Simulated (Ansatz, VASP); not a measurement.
This is a calculation of ZnS for VASP 6.6.1.

Contents of POSCAR:

```
ZnS
1.0
    0.0000000000      2.7020000000      2.7020000000
    2.7020000000      0.0000000000      2.7020000000
    2.7020000000      2.7020000000      0.0000000000
Zn S
1 1
Direct
    0.7500000000      0.7500000000      0.7500000000
    0.0000000000      0.0000000000      0.0000000000
```

File INCAR.step1:

```
SYSTEM = ZnS
ALGO     = Normal         ! electronic algorithm
EDIFF    = 1E-5           ! SCF threshold, eV
ENCUT    = 520            ! plane-wave cutoff, eV
GGA      = PE             ! functional
ISIF     = 2              ! what is computed and relaxed
ISMEAR   = -1             ! smearing method
LASPH    = .True.         ! aspherical terms in the spheres
LCHARG   = .False.        ! write CHGCAR
LREAL    = .False.        ! projectors in reciprocal space
LWAVE    = .True.         ! write WAVECAR
NBANDS   = 16             ! bands
NELM     = 100            ! most SCF steps
PREC     = Accurate       ! precision mode
SIGMA    = 0.05           ! smearing width, eV
```

INCAR.step2

```
SYSTEM = ZnS
AEXX     = 1.0            ! exact-exchange fraction
AGGAC    = 0.0          
ALDAC    = 0.0          
ALGO     = Normal         ! electronic algorithm
EDIFF    = 1E-6           ! SCF threshold, eV
ENCUT    = 520            ! plane-wave cutoff, eV
GGA      = PE             ! functional
HFRCUT   = -1           
ISIF     = 2              ! what is computed and relaxed
ISMEAR   = -1             ! smearing method
ISTART   = 1            
LASPH    = .True.         ! aspherical terms in the spheres
LCHARG   = .False.        ! write CHGCAR
LHFCALC  = .True.         ! exact exchange
LREAL    = .False.        ! projectors in reciprocal space
LWAVE    = .False.        ! write WAVECAR
NBANDS   = 16             ! bands
NELM     = 100            ! most SCF steps
PREC     = Accurate       ! precision mode
PRECFOCK = Fast         
SIGMA    = 0.05           ! smearing width, eV
```

The input KPOINTS:

```
k-points
0
Gamma
  5 5 5
  0 0 0
```

Contents of KPOINTS_OPT:

```
path GXWKGLUWLK,UX
8
line-mode
reciprocal
 0.0000000000  0.0000000000  0.0000000000  G
 0.5000000000  0.0000000000  0.5000000000  X

 0.5000000000  0.0000000000  0.5000000000  X
 0.5000000000  0.2500000000  0.7500000000  W

 0.5000000000  0.2500000000  0.7500000000  W
 0.3750000000  0.3750000000  0.7500000000  K

 0.3750000000  0.3750000000  0.7500000000  K
 0.0000000000  0.0000000000  0.0000000000  G

 0.0000000000  0.0000000000  0.0000000000  G
 0.5000000000  0.5000000000  0.5000000000  L

 0.5000000000  0.5000000000  0.5000000000  L
 0.6250000000  0.2500000000  0.6250000000  U

 0.6250000000  0.2500000000  0.6250000000  U
 0.5000000000  0.2500000000  0.7500000000  W

 0.5000000000  0.2500000000  0.7500000000  W
 0.5000000000  0.5000000000  0.5000000000  L

 0.5000000000  0.5000000000  0.5000000000  L
 0.3750000000  0.3750000000  0.7500000000  K

 0.6250000000  0.2500000000  0.6250000000  U
 0.5000000000  0.0000000000  0.5000000000  X
```

Potentials or basis: VASP PAW PBE potentials, release 64 (Zn, S).

Run with:

```console
$ cat potpaw_PBE.64/Zn/POTCAR potpaw_PBE.64/S/POTCAR > POTCAR
$ cp INCAR.step1 INCAR
$ mpirun -np 1 vasp_std > vasp.out
$ cp INCAR.step2 INCAR
$ mpirun -np 1 vasp_std > vasp.out
```

Problem. Translate it to Ansatz 0.2.0. Potentials there: Ansatz PAW.

Solution. As run (the cutoff follows the program's own potentials):

Contents of input.yaml:

```yaml
crystal:
  lattice:
    - [0.0, 2.702, 2.702]
    - [2.702, 0.0, 2.702]
    - [2.702, 2.702, 0.0]
  atoms:
    - { symbol: Zn, position: [0.75, 0.75, 0.75] }
    - { symbol: S, position: [0.0, 0.0, 0.0] }
hamiltonian:
  xc: hf
  pseudopotentials: { kind: paw }
kpoints:
  mp_grid: { grid: [5, 5, 5] }
  band_path:
    path:
      - [[0.0, 0.0, 0.0], [0.5, 0.0, 0.5], [0.5, 0.25, 0.75], [0.375, 0.375, 0.75], [0.0, 0.0, 0.0], [0.5, 0.5, 0.5], [0.625, 0.25, 0.625], [0.5, 0.25, 0.75], [0.5, 0.5, 0.5], [0.375, 0.375, 0.75]]
      - [[0.625, 0.25, 0.625], [0.5, 0.0, 0.5]]
    npoints: 4
scf:
  occupations: { method: fermi_dirac, width: 0.05 }
  n_extra_bands: 6
output:
  forces: true
  stress: true
  eigenvalues: true
  fatbands: false
```

Potentials or basis: Ansatz PAW.

Command:

```console
$ ansatz run input.yaml --threads 2 --pin off --max-ram 5632MiB --backend cpu --events-out ev --progress --plain --runs-dir out
```

Both were run:

|  | VASP | Ansatz | Ansatz less VASP |
| --- | --- | --- | --- |
| gap on the k mesh at the Fermi level (eV) | 10.23 | 10.25 | +0.021 |
| least direct gap on the mesh (eV) | 10.23 | 10.25 | +0.021 |
| gap along the band path (eV) | 10.23 | 10.25 | +0.021 |
| pressure (GPa) | 8.2 | 8.6 | +0.36 |

The functional is the same, so the differences come from potentials, cutoffs and numerics.

Caveats: the PAW data sets were made with another functional, which shifts forces and pressure a little (VASP); the pressure holds a Pulay correction of +0.3 GPa for the finite cutoff (Ansatz); the PAW data sets come from PBE, with cores solved anew for the run's functional, which leaves a small shift of forces and pressure (Ansatz); the thresholds are loose for stress (Ansatz).
